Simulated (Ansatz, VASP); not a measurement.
**One calculation of MgB2, two programs**

```
Mg B
1.0
     3.04331    0.00000    0.00000
    -1.52165    2.63558    0.00000
     0.00000    0.00000    3.47539
Mg B
1 2
Direct
  0.00000 0.00000 0.00000
  0.66667 0.33333 0.50000
  0.33333 0.66667 0.50000
```

Change from the starting cell: volume scaled by 0.96.

Alike in both runs: task single point; functional PBEsol; k mesh 10 × 10 × 8; occupations fermi-dirac, width 0.05 eV; no spin polarisation.

|  | VASP | Ansatz |
| --- | --- | --- |
| version | VASP 6.6.1 | Ansatz 0.2.0 |
| potentials or method | VASP PAW PBE potentials, release 64 (Mg, B), cutoff 520 eV | all-electron LAPW, scalar-relativistic |

```csv
,VASP,Ansatz,Ansatz less VASP
gap on the k mesh at the Fermi level (eV),none,none,-
pressure (GPa),3.4,3.3,-0.08
largest component of the traceless stress (GPa),1.92,1.74,-0.182
```

A gap of «none» marks a metal or a gap that the smearing closes. Ansatz ran all-electron here, so the differences hold the error of VASP's frozen core and of both bases.

Caveats: the PAW data sets were made with another functional, which shifts forces and pressure a little (VASP).
